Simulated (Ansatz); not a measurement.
## Do energy and pressure agree? Two volumes of RuO2 (Cmm2, 6 atoms in the cell)

```xyz
6
Lattice="4.5035 0.0000 0.0000 0.0000 4.5035 0.0000 0.0000 0.0000 3.1193" Properties=species:S:1:pos:R:3 pbc="T T T"
Ru     0.0000     0.0000     0.0500
Ru     2.2517     2.2517     1.5597
O      1.3781     1.3781     0.0000
O      3.6298     0.8737     1.5597
O      0.8737     3.6298     1.5597
O      3.1254     3.1254     0.0000
```

Computed with PBEsol, default PAW files made with PBE (plane waves; Ansatz, a quantum-chemistry and plane-wave program).

Settings: basis.ecutwfc = 1010 eV; kpoints.mp_grid.grid = 5 5 8; hamiltonian.xc = pbesol; hamiltonian.pseudopotentials = {kind: paw} (the program's default PAW files); scf.occupations.method = gaussian; scf.occupations.width = 0.1 eV. This cutoff ends a ladder whose last two steps agree within 1 meV/atom.

The second cell is the first with its lattice scaled by 0.98, at the same fractional positions.

The starting cell has typed, rounded lattice constants, without a prior relaxation at this level. Its lattice was rescaled by up to half a per cent. One atom was moved a little off its site on purpose. Spin polarisation is off. Forces in the first cell exceed 1 eV/Å. Ansatz's pressure includes its estimate of the finite-basis (Pulay) stress.

| cell | volume (Å³/atom) | pressure (GPa) | F less the first cell's (meV/atom) |
|---|---|---|---|
| first | 10.5440 | -6.75 | 0.00 |
| second | 9.9239 | 11.37 | ? |

Estimate the energy of the second cell from the pressures, and the bulk modulus between the two volumes.

With P = −dF/dV, the trapezoid gives ΔF ≈ −(P₁ + P₂)/2 · ΔV = −(2.310 GPa) · (-0.6201 Å³) = 8.94 meV/atom (1 eV/Å³ = 160.22 GPa). The modulus at fixed fractional positions is B = −ΔP/Δln V = 299 GPa, a mean over the interval. P(V) is curved, so the trapezoid lies high by about |ΔV|³·B·(1 + B′)/(12·V̄²) = 1.77 meV/atom for an assumed B′ = 4, which leaves 7.17 meV/atom. The runs gave 6.95 meV/atom, a miss of 0.22 meV/atom. Cases were kept where this miss is small, so the page shows the method and is no test of it.

Left out of this page: 15 runs of the series outside the window shown, repeating another row's setting, or not comparable.

Keys are those of Ansatz 0.2.
